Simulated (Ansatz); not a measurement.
# FeO (Wuestite): the cost of one run

Computed with Ansatz 0.2.0 (DFT PBE+U (U_eff = 4 eV on Fe 3d), scalar-relativistic, plane waves, PAW, unless a step's input says otherwise).

The COD entry's cell or inner coordinates are ideal or old and differ from later refinements, so a difference from it is no clean test against experiment.

6 further runs of the same task are left out: 6 set aside as unsound or not needed.

**1. The structure to begin with**

It takes space group Fm-3m (No. 225, cubic). The conventional cell has a = 4.405 Å, b = 4.405 Å, c = 4.405 Å, α = 90.00°, β = 90.00°, γ = 90.00°. Fe (site symmetry m-3m) has 6 O at 2.20 Å as nearest neighbours. O (site symmetry m-3m) is surrounded by 6 Fe at 2.20 Å.

Structure file:

```
CELL_PARAMETERS angstrom
0.00000 2.20255 2.20255
2.20255 0.00000 2.20255
2.20255 2.20255 0.00000
ATOMIC_POSITIONS crystal
Fe 0.00000 0.00000 0.00000
O 0.50000 0.50000 0.50000
```

An earlier run at PBE+U (U_eff = 4 eV on Fe 3d) left this cell at 10.685 Å³/atom and 0.01 GPa (10×10×10 mesh).

**2. Coarse mesh, to find the state of the open shells**

The input, input.yaml:

```yaml
crystal:
  lattice:
    - [0.0, 2.2025485817, -2.2025485817]
    - [0.0, 2.2025485817, 2.2025485817]
    - [4.4050971634, 0.0, 0.0]
  atoms:
    - { symbol: Fe, position: [0.0, 0.0, 0.0], spin: 4.0 }
    - { symbol: O, position: [0.0, 1.0, 0.5] }
    - { symbol: Fe, position: [0.5, 0.5, 0.5], spin: 4.0 }
    - { symbol: O, position: [0.5, 1.5, 1.0] }
basis:
  ecutwfc: 420
  ecutrho_ratio: 4
kpoints:
  mp_grid: { grid: [5, 5, 3] }
hamiltonian:
  xc: pbe
  hubbard: { sites: [{ species: Fe, l: d, u_eff: 4.0 }] }
scf:
  occupations: { method: gaussian, width: 0.05 }
output:
  forces: true
  stress: true
  eigenvalues: true
  populations: true
  hubbard: { sites: [{ species: Fe, l: d }] }
magnetization:
  spin_polarized: true
```

Command:

```bash
$ ansatz run input.yaml --threads 4 --pin off --max-ram 10240MiB --backend cpu --events-out ev --progress --plain --runs-dir out
```

Q: Estimate wall time and peak memory on 4 threads of Arm Neoverse V1, shared host.

About 32 s, with a peak of 0.6 GiB.
